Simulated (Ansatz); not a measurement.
F (Cmce) from a database of computed structures, relaxed with r2SCAN+rVV10. The symmetry is Cmce (No. 64, orthorhombic); conventional cell a = 4.946 Å, b = 3.221 Å, c = 6.545 Å, 13.03 Å³ an atom. F is surrounded by 1 F at 1.40 Å.

```cif
data_structure
_symmetry_space_group_name_H-M 'Cmce'
_symmetry_Int_Tables_number 64
_cell_length_a 4.9457
_cell_length_b 3.2209
_cell_length_c 6.5450
_cell_angle_alpha 90.000
_cell_angle_beta 90.000
_cell_angle_gamma 90.000
_cell_volume 104.26
loop_
_atom_site_label
_atom_site_type_symbol
_atom_site_symmetry_multiplicity
_atom_site_Wyckoff_symbol
_atom_site_fract_x
_atom_site_fract_y
_atom_site_fract_z
_atom_site_occupancy
F1 F 8 f 0.50000 0.59458 0.09639 1
```

The questions ask for values computed with the PAW code Ansatz on this geometry. Calculated for a static, non-magnetic cell.

Given (10×10×4 mesh): LDA gives a direct gap of 2.69 eV at Γ.

(1) What does PBE give for the gap (10×10×4 mesh)?

(2) What does r2SCAN give for the gap (10×10×4 mesh)?

(3) What does HSE06 give for the gap (6×6×4 mesh)?

(4) Order these levels by the gap that they give, smallest first.
A. r2SCAN
B. r2SCANh
C. PBE0
D. LDA
E. Hartree-Fock
F. HSE06
G. DDH-PBE0
H. PBE

(5) Roughly how does the cost of the Hartree-Fock run (6×6×4) compare with r2SCAN's (10×10×4)?

(6) How strongly does the crystal screen a field with clamped ions (r2SCAN)?

Answers

(1) With PBE the gap is 2.94 eV and direct, at Γ. The gap differs by +0.25 eV from LDA's.

(2) The r2SCAN gap is direct at Γ: 3.79 eV. The gap differs by +1.10 eV from LDA's.

(3) HSE06 gives a direct gap of 6.15 eV at Γ. The gap differs by +3.46 eV from LDA's.

(4) D (2.69 eV), H (2.94 eV), A (3.79 eV), B (5.29 eV), F (6.15 eV), C (6.96 eV), G (10.93 eV), E (19.08 eV).

(5) About 13 times as much (4 core-minutes against 20 core-seconds, on 2 threads of Arm Neoverse N1, on a shared host).

(6) The electronic dielectric tensor ε∞ is 1.56, 1.74 and 2.36 along x, y and z. Born charges, averaged over directions: F 0.00 e.

The meshes of the hybrids are coarse, so their gaps aren't converged to the digits shown.
